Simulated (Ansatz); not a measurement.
Input and command of a plane-wave DFT calculation in Ansatz:

```yaml
crystal:
  lattice:
    - [2.9193980238, 0.0, 0.0]
    - [-1.4596990119, 2.5282728524, 0.0]
    - [0.0, 0.0, 4.713]
  atoms:
    - { symbol: Ti, position: [0.6666666667, 0.3333333333, 0.27874] }
    - { symbol: Ti, position: [0.3333333333, 0.6666666667, 0.72126] }
    - { symbol: O, position: [0.0, 0.0, 0.0] }
basis:
  ecutwfc: 420
kpoints:
  mp_grid: { grid: [9, 9, 5] }
hamiltonian:
  xc: pbesol
scf:
  occupations: { method: gaussian, width: 0.1 }
output:
  forces: true
  stress: true
  eigenvalues: true
```

```bash
ansatz run input.yaml --threads 1 --pin off --max-ram 2560MiB --backend cpu --events-out ev --progress --plain --runs-dir out
```

Processor: Intel(R) Xeon(R) Processor @ 2.50GHz (Skylake/Cascade Lake), 1 thread, on a host shared with other jobs.

Q: How long does it run, and how much memory does it take?

A: About 4.1 s on 1 thread of Intel(R) Xeon(R) Processor @ 2.50GHz (Skylake/Cascade Lake) (shared host), peak memory 0.34 GiB. It solves 19 bands at 50 k points (the mesh reduced by symmetry) with about 687 plane waves, in 6 SCF iterations.
